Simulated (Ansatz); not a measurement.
## FeGe

System: FeGe, a test cell of our own (not relaxed); the cell holds 2 atoms.

```yaml
crystal:
  lattice:
    - [3.02220, 0.00000, 0.00000]
    - [0.00000, 3.02220, 0.00000]
    - [0.00000, 0.00000, 3.02220]
  atoms:
    - { symbol: Fe, position: [0.00000, 0.00000, 0.00000] }
    - { symbol: Ge, position: [0.46334, 0.45075, 0.45353] }
```

Atoms are numbered from 1 in the order listed.

Level of theory: DFT, r2SCAN, norm-conserving potentials, plane waves, scalar-relativistic (Ansatz).

```yaml
plane_wave_cutoff: 1225 eV
k_point_mesh: 3×3×3 (Γ-centred)
occupations: Gaussian smearing, 0.05 eV
valence_electrons: 30
```

The total moment includes the space between the atomic spheres.

With one magnetic atom in the cell its copies can only be parallel; orders in a larger cell may lie lower.

The mesh is coarse, so energy differences (and at times their sign) aren't converged.

Orders that need a larger cell or non-collinear spins weren't tried. No run without spin polarisation was made.

The default search runs further SCF cycles only where the state itself hints at a lower one. With a search on, the program may also reshape the start on open shells.

Problem. Predict the lowest-energy solution among 2 converged runs.

Solution. Spin-polarised, site moments Fe1 1.96 μB, total 1.93 μB per cell. It was reached from: default search for lower states [Fe1 2.00 μB].

Problem. Where does this start end: default search for lower states [Fe1 4.00 μB]?

Solution. It converges in 18 iterations to a state 21.8 meV/atom above the lowest: spin-polarised, site moments Fe1 2.69 μB, total 2.75 μB per cell.
